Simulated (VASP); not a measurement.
# TiO2 (P4_2/mnm) in VASP: settings compared

Aim: see how the results for TiO2 move with the level of theory and the settings. Levels: PBE, LDA, revPBE, BLYP. Tasks: dielectric tensor, band structure.

Everything below comes from runs of VASP 6.6.1. Logs are shortened: lines on timing, memory, paths and dates and some standing lists are left out, and cuts for length are marked.

**Experimental background.**

“Shallow Valence Band of Rutile GeO2 and P-type Doping”, 2020, arxiv:2011.08928 quotes, for a bulk crystal of TiO2 at 1.6 K: band gap 3.03 eV (direct).

The runs below are set against these values where they give the same quantity.

### 1 The structure

The structure is tetragonal, space group P4_2/mnm (No. 136). Conventional cell: a = 4.600 Å, b = 4.600 Å, c = 2.959 Å, α = 90.00°, β = 90.00°, γ = 90.00°. Ti (site symmetry mmm) is surrounded by 6 O at 1.95 to 1.98 Å. O (site symmetry m2m) is surrounded by 3 Ti at 1.95 to 1.98 Å.

The cell is a database's computed one.

### 2 Dielectric tensor, PBE

INCAR

```
  ALGO = Normal
  EDIFF = 1E-8
  ENCUT = 520
  GGA = PE
  ISIF = 2
  ISMEAR = 0
  LASPH = True
  LCHARG = False
  LEPSILON = True
  LREAL = False
  LWAVE = False
  NELM = 100
  PREC = Accurate
  SIGMA = 0.01
```

KPOINTS

```
k-points
0
Gamma
  5 5 7
```

POSCAR

```
TiO2
1.0
    4.5998373239      0.0000000000      0.0000000000
    0.0000000000      4.5998373239      0.0000000000
    0.0000000000      0.0000000000      2.9592135600
Ti O
2 4
Direct
    0.0000000000      0.0000000000      0.5000000000
    0.5000000000      0.5000000000      0.0000000000
    0.3043213200      0.3043213200      0.5000000000
    0.1956786800      0.8043213200      0.0000000000
    0.8043213200      0.1956786800      0.0000000000
    0.6956786800      0.6956786800      0.5000000000
```

Potentials or basis: VASP PAW PBE potentials, release 64 (Ti_sv, O).

The run is started by

```bash
> cat potpaw_PBE.64/Ti_sv/POTCAR potpaw_PBE.64/O/POTCAR > POTCAR
> mpirun -np 1 vasp_std > vasp.out
```

OUTCAR:

```text
EDIFF = 1E-8
   ENCUT = 520
   GGA = PE
   ISIF = 2
   ISMEAR = 0
   LASPH = True
   LEPSILON = True
   LREAL = False
   NELM = 100
   PREC = Accurate

 Found     24 irreducible k-points:

 Following reciprocal coordinates:
            Coordinates               Weight
  0.000000  0.000000  0.000000      1.000000
  0.200000  0.000000  0.000000      4.000000
  0.400000  0.000000  0.000000      4.000000
  0.200000  0.200000  0.000000      4.000000
  0.400000  0.200000  0.000000      8.000000
  0.400000  0.400000  0.000000      4.000000
   k-points           NKPTS =     24   k-points in BZ     NKDIM =     24   number of bands    NBANDS=     28
   number of dos      NEDOS =    301   number of ions     NIONS =      6
   total plane-waves  NPLWV =  31104
   dimension x,y,z NGX =    36 NGY =   36 NGZ =   24
   dimension x,y,z NGXF=    72 NGYF=   72 NGZF=   48
   ions per type =               2   4
   NGX,Y,Z   is equivalent  to a cutoff of  13.01, 13.01, 13.48 a.u.
   NGXF,Y,Z  is equivalent  to a cutoff of  26.02, 26.02, 26.97 a.u.
 SYSTEM =  unknown system
   PREC   = accura    normal or accurate (medium, high low for compatibility)
   ISTART =      0    job   : 0-new  1-cont  2-samecut
   ICHARG =      2    charge: 1-file 2-atom 10-const
   ISPIN  =      1    spin polarized calculation?
   LNONCOLLINEAR =      F non collinear calculations
   LSORBIT =      F    spin-orbit coupling
   LASPH  =      T    aspherical Exc in radial PAW
   ENCUT  =  520.0 eV  38.22 Ry    6.18 a.u.   8.55  8.55  5.50*2*pi/ulx,y,z
   NELM   =    100;   NELMIN=  2; NELMDL= -5     # of ELM steps
   EDIFF  = 0.1E-07   stopping-criterion for ELM
   LREAL  =      F    real-space projection
   EDIFFG = 0.1E-06   stopping-criterion for IOM
   NSW    =      0    number of steps for IOM
   IBRION =     -1    ionic relax: 0-MD 1-quasi-New 2-CG
   NFREE  =      0    steps in history (QN), initial steepest desc. (CG)
   ISIF   =      2    stress and relaxation
   ISYM   =      2    0-nonsym 1-usesym 2-fastsym
   POTIM  = 0.5000    time-step for ionic-motion
   TEBEG  =    0.0;   TEEND  =   0.0 temperature during run
   PSTRESS=    0.0 pullay stress
   NELECT =      48.0000    total number of electrons
   NUPDOWN=      -1.0000    fix difference up-down
   EMIN   =  10.00;   EMAX   =-10.00  energy-range for DOS
   EFERMI =   0.00;   METHOD = LEGACY
   ISMEAR =     0;   SIGMA  =   0.01  broadening in eV -4-tet -1-fermi 0-gaus
   EFERMI_NEDOS =   21; number of points for ismear=-14 and -15
   IALGO  =     38    algorithm
   IMIX   =      4    mixing-type and parameters
     AMIX     =   0.40;   BMIX     =  1.00
     AMIX_MAG =   1.60;   BMIX_MAG =  1.00
  volume/ion in A,a.u.               =      10.44        70.42
  Fermi-wavevector in a.u.,A,eV,Ry     =   1.498309  2.831394 30.544140  2.244931
  Thomas-Fermi vector in A             =   2.610085
   LORBIT       =      0    0 simple, 1 ext, 2 COOP (PROOUT), +10 PAW based schemes
   GGA     = PE    functional components
   LHFCALC =     F    Hartree Fock is set to
   AEXX    =    0.0000 exact exchange contribution
   IVDW    =     0    specifies the selected vdW correction
   LEPSILON=     T    determine dielectric tensor
   LRPA    =     F    only Hartree local field effects (RPA)
 non-spin polarized calculation
 Gauss-broadening in eV      SIGMA  =   0.01
  energy-cutoff  :      520.00
  volume of cell :       62.61
 maximum number of plane-waves:      1701
 NGX is ok and might be reduce to    36
   NGX = 17   NGY = 17   NGZ = 11

--------------------------------------- Ionic step        1  -------------------------------------------

 number of electron      48.0000021 magnetization

 E-fermi :   4.9913     XC(G=0): -11.3977

 val. band max:        4.8286962806   @ k =   0.0000   0.0000   0.0000
 cond. band min:       6.6670698957   @ k =   0.0000   0.0000   0.0000
 fundamental gap:      1.8383736151
 Fermi energy:         4.9913079418

 k-point     1 :       0.0000    0.0000    0.0000
  band No.  band energies     occupation
      1     -52.1129      2.00000
      2     -52.0961      2.00000
      3     -28.4176      2.00000
      4     -28.4176      2.00000
      5     -28.2547      2.00000
      6     -28.2547      2.00000
[... 20 lines left out ...]
     27       7.2011      0.00000
     28       7.2991      0.00000

 k-point     2 :       0.2000    0.0000    0.0000
  band No.  band energies     occupation
      1     -52.1113      2.00000
      2     -52.0977      2.00000
      3     -28.4051      2.00000
      4     -28.4040      2.00000
      5     -28.2697      2.00000
      6     -28.2685      2.00000
[... 20 lines left out ...]
     27       7.4534      0.00000
     28       7.4788      0.00000

 k-point     3 :       0.4000    0.0000    0.0000
  band No.  band energies     occupation
      1     -52.1071      2.00000
      2     -52.1019      2.00000
      3     -28.3748      2.00000
      4     -28.3727      2.00000
      5     -28.3033      2.00000
      6     -28.3011      2.00000
[... 20 lines left out ...]
     27       7.7456      0.00000
     28       7.8010      0.00000

 k-point     4 :       0.2000    0.2000    0.0000
  band No.  band energies     occupation
      1     -52.1100      2.00000
      2     -52.0990      2.00000
      3     -28.4218      2.00000
      4     -28.3712      2.00000
      5     -28.3043      2.00000
      6     -28.2521      2.00000
[... 20 lines left out ...]
     27       7.3605      0.00000
     28       7.7398      0.00000

 k-point     5 :       0.4000    0.2000    0.0000
  band No.  band energies     occupation
      1     -52.1066      2.00000
      2     -52.1024      2.00000
      3     -28.4110      2.00000
      4     -28.3783      2.00000
      5     -28.2985      2.00000
      6     -28.2648      2.00000
[... 20 lines left out ...]
     27       7.4863      0.00000
     28       7.7779      0.00000

 k-point     6 :       0.4000    0.4000    0.0000
  band No.  band energies     occupation
      1     -52.1052      2.00000
      2     -52.1036      2.00000
      3     -28.4287      2.00000
      4     -28.4150      2.00000
      5     -28.2621      2.00000
      6     -28.2479      2.00000
[... 20 lines left out ...]
     27       7.3189      0.00000
     28       7.4935      0.00000

 [... further k-points ...]

  FORCE on cell =-STRESS in cart. coord.  units (eV):
  Direction    XX          YY          ZZ          XY          YZ          ZX
  --------------------------------------------------------------------------------------
  -------------------------------------------------------------------------------------
  Total        1.9950176      1.9950176      1.7959894      0.0000000      0.0000000      0.0000000
  in kB       51.0500376     51.0500376     45.9571501      0.0000000      0.0000000      0.0000000
  external PRESSURE =      49.3524085 kB  Pullay stress =       0.0000000 kB

 VOLUME and BASIS-vectors are now :
 -----------------------------------------------------------------------------
  energy-cutoff  :      520.00
  volume of cell :       62.61
      direct lattice vectors                 reciprocal lattice vectors
     4.599837324  0.000000000  0.000000000     0.217398993  0.000000000  0.000000000
     0.000000000  4.599837324  0.000000000     0.000000000  0.217398993  0.000000000
     0.000000000  0.000000000  2.959213560     0.000000000  0.000000000  0.337927622

 POSITION                                       TOTAL-FORCE (eV/Angst)
 -----------------------------------------------------------------------------------
      0.00000      0.00000      1.47961        -0.000000      0.000000      0.000000
      2.29992      2.29992      0.00000        -0.000000      0.000000      0.000000
      1.39983      1.39983      1.47961        -0.014774     -0.014774     -0.000000
      0.90009      3.69975      0.00000         0.014774     -0.014774      0.000000
      3.69975      0.90009      0.00000        -0.014774      0.014774      0.000000
      3.20001      3.20001      1.47961         0.014774      0.014774      0.000000
 -----------------------------------------------------------------------------------
    total drift:                                0.000000      0.000000      0.000000

  FREE ENERGIE OF THE ION-ELECTRON SYSTEM (eV)
  ---------------------------------------------------
  free  energy   TOTEN  =       -53.6521320470 eV

  energy  without entropy=      -53.6521320470  energy(sigma->0) =      -53.65213205

 HEAD OF MICROSCOPIC STATIC DIELECTRIC TENSOR (INDEPENDENT PARTICLE, excluding Hartree and local field effects)
 ------------------------------------------------------
           7.654657     0.000000     0.000000
           0.000000     7.654657     0.000000
           0.000000     0.000000     9.001577
 ------------------------------------------------------

 Free energy of the ion-electron system (eV)
  ---------------------------------------------------
  ---------------------------------------------------
  free energy    TOTEN  =        -1.17091808 eV

  energy without entropy =       -1.17091808

------------------------ aborting loop because EDIFF is reached ----------------------------------------

--------------------------------------- Ionic step        2  -------------------------------------------

------------------------ aborting loop because EDIFF is reached ----------------------------------------

--------------------------------------- Ionic step        3  -------------------------------------------

 Free energy of the ion-electron system (eV)
  ---------------------------------------------------
  ---------------------------------------------------
  free energy    TOTEN  =        -1.43211158 eV

  energy without entropy =       -1.43211158

------------------------ aborting loop because EDIFF is reached ----------------------------------------

 PIEZOELECTRIC TENSOR FIELD DIRECTION 3  (e Angst)
 -----------------------------------------------------------------------------
    -0.00086  0.00000  0.00000           (  0.00019  0.00000  0.00000)
     0.00000 -0.00086  0.00000           (  0.00000  0.00019  0.00000)
     0.00000  0.00000 -0.00042           (  0.00000  0.00000 -0.00047)

 PIEZOELECTRIC TENSOR FIELD DIRECTION 3  (C/m^2)
 -----------------------------------------------------------------------------
    -0.00022  0.00000  0.00000
     0.00000 -0.00022  0.00000
     0.00000  0.00000 -0.00011

 MACROSCOPIC STATIC DIELECTRIC TENSOR (including local field effects in DFT)
 ------------------------------------------------------
           7.454497     0.000000     0.000000
           0.000000     7.454497     0.000000
           0.000000     0.000000     8.889857
 ------------------------------------------------------

 PIEZOELECTRIC TENSOR (including local field effects)  for field in x, y, z        (e  Angst)
          XX          YY          ZZ          XY          YZ          ZX
  --------------------------------------------------------------------------------
  x     0.00000     0.00000     0.00000     0.00000     0.00000     0.00000
  y     0.00000     0.00000     0.00000     0.00000     0.00000     0.00000
  z     0.00000     0.00000     0.00000     0.00000     0.00000     0.00000

 PIEZOELECTRIC TENSOR (including local field effects)  for field in x, y, z        (C/m^2)
          XX          YY          ZZ          XY          YZ          ZX
  --------------------------------------------------------------------------------
  x     0.00000     0.00000     0.00000     0.00000     0.00000     0.00000
  y     0.00000     0.00000     0.00000     0.00000     0.00000     0.00000
  z     0.00000     0.00000     0.00000     0.00000     0.00000     0.00000

 BORN EFFECTIVE CHARGES (including local field effects) (in |e|, cummulative output)
 ---------------------------------------------------------------------------------
 ion    1
    1     6.33523     1.03199     0.00000
    2     1.03199     6.33523     0.00000
    3     0.00000     0.00000     7.71038
 ion    2
    1     6.33523    -1.03199     0.00000
    2    -1.03199     6.33523     0.00000
    3     0.00000     0.00000     7.71038
 ion    3
    1    -3.16761    -1.81694     0.00000
    2    -1.81694    -3.16761     0.00000
    3     0.00000     0.00000    -3.85519
 ion    4
    1    -3.16761     1.81694     0.00000
    2     1.81694    -3.16761     0.00000
    3     0.00000     0.00000    -3.85519
 ion    5
    1    -3.16761     1.81694     0.00000
    2     1.81694    -3.16761     0.00000
    3     0.00000     0.00000    -3.85519
 ion    6
    1    -3.16761    -1.81694     0.00000
    2    -1.81694    -3.16761     0.00000
    3     0.00000     0.00000    -3.85519
```

It took 9.1 min on 1 thread of AMD EPYC 9R45 (Zen 5), shared host; peak memory 0.28 GiB.

The run converged, but some of its settings lie outside the range that counts as converged, so its numbers aren't taken as properties of the crystal.

Results:

```
Band gap on the k mesh                  : 1.84 eV, direct
Electronic dielectric tensor (diagonal) : 7.45, 7.45, 8.89
Born charges (mean of the diagonal)     : Ti +6.79; O -3.40 e
```

Caveat: an odd mesh through Γ misses points on the zone boundary, where band edges often lie.

[end of part 1 of 3]
